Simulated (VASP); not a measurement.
# C (R-3m) in VASP: relaxation of cell and atoms with PBE

Aim: the relaxation of cell and atoms of C with PBE.

Everything below comes from runs of VASP 6.6.1. Logs are shortened: lines on timing, memory, paths and dates and some standing lists are left out, and cuts for length are marked.

## 1. Starting point

Symmetry: R-3m, No. 166, trigonal system. Conventional cell: a = 2.467 Å, b = 2.467 Å, c = 12.632 Å, α = 90.00°, β = 90.00°, γ = 120.00°. C (site symmetry 3m) has 3 C at 1.42 Å as nearest neighbours.

This isn't the form of C at room conditions, which is graphite.

## 2. Relaxation of cell and atoms, PBE

INCAR reads:

```
ALGO = Fast
EDIFF = 1E-6
EDIFFG = -0.005
ENCUT = 600
GGA = PE
IBRION = 2
ISIF = 3
ISMEAR = 0
LASPH = True
LCHARG = False
LREAL = False
LWAVE = False
NELM = 100
NSW = 100
PREC = Accurate
SIGMA = 0.01
```

KPOINTS reads:

```
k-points
0
Gamma
  18 18 18
```

POSCAR reads:

```
C
1.0
    1.2332696267      0.7120285510      4.2105576886
   -1.2332696267      0.7120285510      4.2105576886
    0.0000000000     -1.4240571019      4.2105576886
C
2
Direct
    0.1666605062      0.1666605062      0.1666605062
    0.8333394938      0.8333394938      0.8333394938
```

Potentials or basis: VASP PAW PBE potentials, release 64 (C).

Launch:

```console
$ cat potpaw_PBE.64/C/POTCAR > POTCAR
$ mpirun -np 1 vasp_std > vasp.out
```

OUTCAR:

```text
EDIFF = 1E-6
   EDIFFG = -0.005
   ENCUT = 600
   GGA = PE
   IBRION = 2
   ISIF = 3
   ISMEAR = 0
   LASPH = True
   LREAL = False
   NELM = 100
   NSW = 100
   PREC = Accurate

 ion  position               nearest neighbor table
   1  0.167  0.167  0.167-   2 1.42   2 1.42   2 1.42
   2  0.833  0.833  0.833-   1 1.42   1 1.42   1 1.42

  LATTYP: Found a trigonal (rhomboedric) cell.
 ALAT       =     4.4448548546
 COS(alpha) =     0.8460318472

  Lattice vectors:

 A1 = (   1.2332696267,   0.7120285510,   4.2105576886)
 A2 = (  -1.2332696267,   0.7120285510,   4.2105576886)
 A3 = (   0.0000000000,  -1.4240571019,   4.2105576886)

Analysis of symmetry for initial positions (statically):
=====================================================================
 Subroutine PRICEL returns:
 Original cell was already a primitive cell.

 Routine SETGRP: Setting up the symmetry group for a
 trigonal (rhombohedral) supercell.

 Subroutine GETGRP returns: Found 12 space group operations
 (whereof 12 operations were pure point group operations)
 out of a pool of 12 trial point group operations.

The static configuration has the point symmetry D_3d.

Analysis of symmetry for dynamics (positions and initial velocities):
=====================================================================
 Subroutine PRICEL returns:
 Original cell was already a primitive cell.

 Routine SETGRP: Setting up the symmetry group for a
 trigonal (rhombohedral) supercell.

 Subroutine GETGRP returns: Found 12 space group operations
 (whereof 12 operations were pure point group operations)
 out of a pool of 12 trial point group operations.

The dynamic configuration has the point symmetry D_3d.

 Subroutine INISYM returns: Found 12 space group operations
 (whereof 12 operations are pure point group operations),
 and found     1 'primitive' translations

----------------------------------------------------------------------------------------

                                     Primitive cell

  volume of cell :      22.1843

  direct lattice vectors                    reciprocal lattice vectors
     1.233269627  0.712028551  4.210557689     0.405426347  0.234073011  0.079166077
    -1.233269627  0.712028551  4.210557689    -0.405426347  0.234073011  0.079166077
     0.000000000 -1.424057102  4.210557689     0.000000000 -0.468146022  0.079166077

  length of vectors
     4.444854855  4.444854855  4.444854855     0.474792550  0.474792550  0.474792550

  position of ions in fractional coordinates (direct lattice)
     0.166660506  0.166660506  0.166660506
     0.833339494  0.833339494  0.833339494

  ion indices of the primitive-cell ions
   primitive index   ion index
                 1           1
                 2           2

----------------------------------------------------------------------------------------

 KPOINTS: k-points

Automatic generation of k-mesh.
 Grid dimensions read from file:
 generate k-points for:   18   18   18

 Generating k-lattice:

  Cartesian coordinates                     Fractional coordinates (reciprocal lattice)
     0.022523686  0.013004056  0.004398115     0.055555556  0.000000000  0.000000000
    -0.022523686  0.013004056  0.004398115     0.000000000  0.055555556  0.000000000
     0.000000000 -0.026008112  0.004398115     0.000000000  0.000000000  0.055555556

  Length of vectors
     0.026377364  0.026377364  0.026377364

  Shift w.r.t. Gamma in fractional coordinates (k-lattice)
     0.000000000  0.000000000  0.000000000

 Subroutine IBZKPT returns following result:
 ===========================================

 Found    580 irreducible k-points:

 Following reciprocal coordinates:
            Coordinates               Weight
  0.000000  0.000000  0.000000      1.000000
  0.055556  0.000000 -0.000000      6.000000
  0.111111  0.000000 -0.000000      6.000000
  0.166667 -0.000000  0.000000      6.000000
  0.222222 -0.000000  0.000000      6.000000
  0.277778  0.000000  0.000000      6.000000
[... 16 lines left out ...]
 -0.277778  0.055556  0.000000     12.000000
 -0.222222  0.055556  0.000000     12.000000
 [... further k-points ...]
   k-points           NKPTS =    580   k-points in BZ     NKDIM =    580   number of bands    NBANDS=      8
   number of dos      NEDOS =    301   number of ions     NIONS =      2
   total plane-waves  NPLWV =  46656
   dimension x,y,z NGX =    36 NGY =   36 NGZ =   36
   dimension x,y,z NGXF=    72 NGYF=   72 NGZF=   72
   ions per type =               2
   NGX,Y,Z   is equivalent  to a cutoff of  13.46, 13.46, 13.46 a.u.
   NGXF,Y,Z  is equivalent  to a cutoff of  26.93, 26.93, 26.93 a.u.
 SYSTEM =  unknown system
   PREC   = accura    normal or accurate (medium, high low for compatibility)
   ISTART =      0    job   : 0-new  1-cont  2-samecut
   ICHARG =      2    charge: 1-file 2-atom 10-const
   ISPIN  =      1    spin polarized calculation?
   LNONCOLLINEAR =      F non collinear calculations
   LSORBIT =      F    spin-orbit coupling
   LASPH  =      T    aspherical Exc in radial PAW
   ENCUT  =  600.0 eV  44.10 Ry    6.64 a.u.   8.88  8.88  8.88*2*pi/ulx,y,z
   NELM   =    100;   NELMIN=  2; NELMDL= -5     # of ELM steps
   EDIFF  = 0.1E-05   stopping-criterion for ELM
   LREAL  =      F    real-space projection
   EDIFFG = -.5E-02   stopping-criterion for IOM
   NSW    =    100    number of steps for IOM
   IBRION =      2    ionic relax: 0-MD 1-quasi-New 2-CG
   NFREE  =      1    steps in history (QN), initial steepest desc. (CG)
   ISIF   =      3    stress and relaxation
   ISYM   =      2    0-nonsym 1-usesym 2-fastsym
   POTIM  = 0.5000    time-step for ionic-motion
   TEBEG  =    0.0;   TEEND  =   0.0 temperature during run
   PSTRESS=    0.0 pullay stress
   NELECT =       8.0000    total number of electrons
   NUPDOWN=      -1.0000    fix difference up-down
   EMIN   =  10.00;   EMAX   =-10.00  energy-range for DOS
   EFERMI =   0.00;   METHOD = LEGACY
   ISMEAR =     0;   SIGMA  =   0.01  broadening in eV -4-tet -1-fermi 0-gaus
   EFERMI_NEDOS =   21; number of points for ismear=-14 and -15
   IALGO  =     68    algorithm
   IMIX   =      4    mixing-type and parameters
     AMIX     =   0.40;   BMIX     =  1.00
     AMIX_MAG =   1.60;   BMIX_MAG =  1.00
  volume/ion in A,a.u.               =      11.09        74.85
  Fermi-wavevector in a.u.,A,eV,Ry     =   1.165260  2.202022 18.474401  1.357830
  Thomas-Fermi vector in A             =   2.301788
   LORBIT       =      0    0 simple, 1 ext, 2 COOP (PROOUT), +10 PAW based schemes
   GGA     = PE    functional components
   LHFCALC =     F    Hartree Fock is set to
   AEXX    =    0.0000 exact exchange contribution
   IVDW    =     0    specifies the selected vdW correction
   LEPSILON=     F    determine dielectric tensor
   LRPA    =     F    only Hartree local field effects (RPA)
 conjugate gradient relaxation of ions
 non-spin polarized calculation
 RMM-DIIS sequential band-by-band and
 Gauss-broadening in eV      SIGMA  =   0.01
  energy-cutoff  :      600.00
  volume of cell :       22.18
 maximum number of plane-waves:       761
   NGX = 17   NGY = 17   NGZ = 17

--------------------------------------- Ionic step        1  -------------------------------------------

 number of electron       8.0000000 magnetization

 Free energy of the ion-electron system (eV)
  ---------------------------------------------------
  ext. energy  EPLUGINS =         0.00000000
  ---------------------------------------------------
  free energy    TOTEN  =       -18.45681356 eV

  energy without entropy =      -18.45681356  energy(sigma->0) =      -18.45681356

------------------------ aborting loop because EDIFF is reached ----------------------------------------

  FORCE on cell =-STRESS in cart. coord.  units (eV):
  Direction    XX          YY          ZZ          XY          YZ          ZX
  --------------------------------------------------------------------------------------
  -------------------------------------------------------------------------------------
  Total        0.0182549      0.0182549     -0.0344520      0.0000000     -0.0000000      0.0000000
  in kB        1.3183904      1.3183904     -2.4881657      0.0000000     -0.0000000      0.0000000
  external PRESSURE =       0.0495383 kB  Pullay stress =       0.0000000 kB
[... 89 lines left out ...]
  FREE ENERGIE OF THE ION-ELECTRON SYSTEM (eV)
  ---------------------------------------------------
  free  energy   TOTEN  =       -18.4568293815 eV

  energy  without entropy=      -18.4568293815  energy(sigma->0) =      -18.45682938

[... ionic steps 4 to 19 ...]

--------------------------------------- Ionic step       20  -------------------------------------------

 number of electron       8.0000000 magnetization

------------------------ aborting loop because EDIFF is reached ----------------------------------------

  FORCE on cell =-STRESS in cart. coord.  units (eV):
  Direction    XX          YY          ZZ          XY          YZ          ZX
  --------------------------------------------------------------------------------------
  -------------------------------------------------------------------------------------
  Total       -0.0139946     -0.0139946      0.0410808      0.0000000      0.0000000      0.0000000
  in kB       -1.0755473     -1.0755473      3.1572433      0.0000000      0.0000000      0.0000000
  external PRESSURE =       0.3353829 kB  Pullay stress =       0.0000000 kB
[... 57 lines left out ...]
  energy  without entropy=      -18.4579946434  energy(sigma->0) =      -18.45799464

--------------------------------------- Ionic step       22  -------------------------------------------

 number of electron       8.0000000 magnetization

 Free energy of the ion-electron system (eV)
  ---------------------------------------------------
  ext. energy  EPLUGINS =         0.00000000
  ---------------------------------------------------
  free energy    TOTEN  =       -18.45799113 eV

  energy without entropy =      -18.45799113  energy(sigma->0) =      -18.45799113

 E-fermi :   3.3378     XC(G=0):  -9.1854

 val. band max:        3.2014090222   @ k =  -0.3333   0.3333   0.0000
 cond. band min:       3.4261967977   @ k =  -0.3333   0.3333   0.0000
 fundamental gap:      0.2247877755
 Fermi energy:         3.3377850752

 k-point     1 :       0.0000    0.0000    0.0000
  band No.  band energies     occupation
      1     -16.2316      2.00000
      2      -3.8955      2.00000
      3       0.2744      2.00000
      4       0.2744      2.00000
      5       6.6364      0.00000
      6      11.6241      0.00000
      7      11.6241      0.00000
      8      14.7042      0.00000
[... 243 lines left out ...]
 k-point    24 :      -0.2222    0.0556    0.0000
  band No.  band energies     occupation
      1     -14.7079      2.00000
      2      -4.1174      2.00000
      3      -2.1654      2.00000
      4      -1.9518      2.00000
      5       8.6837      0.00000
      6      10.4354      0.00000
      7      11.7032      0.00000
      8      16.1895      0.00000

 [... further k-points ...]

------------------------ aborting loop because EDIFF is reached ----------------------------------------

  FORCE on cell =-STRESS in cart. coord.  units (eV):
  Direction    XX          YY          ZZ          XY          YZ          ZX
  --------------------------------------------------------------------------------------
  -------------------------------------------------------------------------------------
  Total       -0.0072925     -0.0072925     -0.0027881      0.0000000     -0.0000000      0.0000000
  in kB       -0.5590581     -0.5590581     -0.2137436      0.0000000     -0.0000000      0.0000000
  external PRESSURE =      -0.4439532 kB  Pullay stress =       0.0000000 kB
[... 17 lines left out ...]
  FREE ENERGIE OF THE ION-ELECTRON SYSTEM (eV)
  ---------------------------------------------------
  free  energy   TOTEN  =       -18.4579911318 eV

  energy  without entropy=      -18.4579911318  energy(sigma->0) =      -18.45799113

 reached required accuracy - stopping structural energy minimisation
```

It took 16 min on 1 thread of Intel Xeon 6975P-C (Granite Rapids), shared host; peak memory 0.32 GiB.

What came out:

- Free energy: -18.4580 eV
- Relaxed volume: 10.45 Å³/atom
- Relaxed cell: a = 4.214 Å, b = 4.214 Å, c = 4.214 Å, α = 34.04°, β = 34.04°, γ = 34.04°
- Space group after relaxing (to 0.05 Å): R-3m (No. 166)
- Energy gained by relaxing: 0.6 meV/atom
- Ionic steps: 22
- Pressure after relaxing: 0.0 GPa
- Band gap on the k mesh: 0.22 eV, direct

Step by step:
| step | energy change (eV) | largest force (eV/Å) | pressure (GPa) | volume (Å³) |
| --- | --- | --- | --- | --- |
| 1 | 0.0000 | 0.0001 | 0.00 | 22.18 |
| 2 | 0.0000 | 0.0000 | -0.29 | 22.19 |
| 3 | 0.0000 | 0.0000 | -0.21 | 22.19 |
| 4 | 0.0000 | 0.0000 | -0.19 | 22.17 |
| 5 | -0.0001 | 0.0002 | -0.14 | 22.13 |
| 6 | -0.0002 | 0.0005 | -0.04 | 22.05 |
| 7 | -0.0004 | 0.0011 | 0.19 | 21.88 |
| 8 | -0.0006 | 0.0022 | 0.72 | 21.55 |
| 9 | -0.0006 | 0.0022 | 0.71 | 21.54 |
| 10 | -0.0006 | 0.0022 | 0.70 | 21.53 |
| 11 | -0.0006 | 0.0022 | 0.65 | 21.50 |
| 12 | -0.0007 | 0.0022 | 0.58 | 21.44 |
| 13 | -0.0009 | 0.0021 | 0.32 | 21.32 |
| 14 | -0.0011 | 0.0021 | 0.21 | 21.09 |
| 15 | -0.0011 | 0.0021 | 0.17 | 21.07 |
| 16 | -0.0011 | 0.0020 | 0.09 | 21.02 |
| 17 | -0.0012 | 0.0019 | -0.15 | 20.92 |
| 18 | -0.0012 | 0.0019 | -0.22 | 20.73 |
| 19 | -0.0012 | 0.0019 | -0.19 | 20.77 |
| 20 | -0.0012 | 0.0020 | 0.03 | 20.85 |
| 21 | -0.0012 | 0.0020 | -0.04 | 20.89 |
| 22 | -0.0012 | 0.0019 | -0.04 | 20.90 |

Final structure:
```yaml
crystal:
  lattice:
    - [1.23339, 0.71210, 3.96588]
    - [-1.23339, 0.71210, 3.96588]
    - [0.00000, -1.42419, 3.96588]
  atoms:
    - { symbol: C, position: [0.16665, 0.16665, 0.16665] }
    - { symbol: C, position: [0.83335, 0.83335, 0.83335] }
```
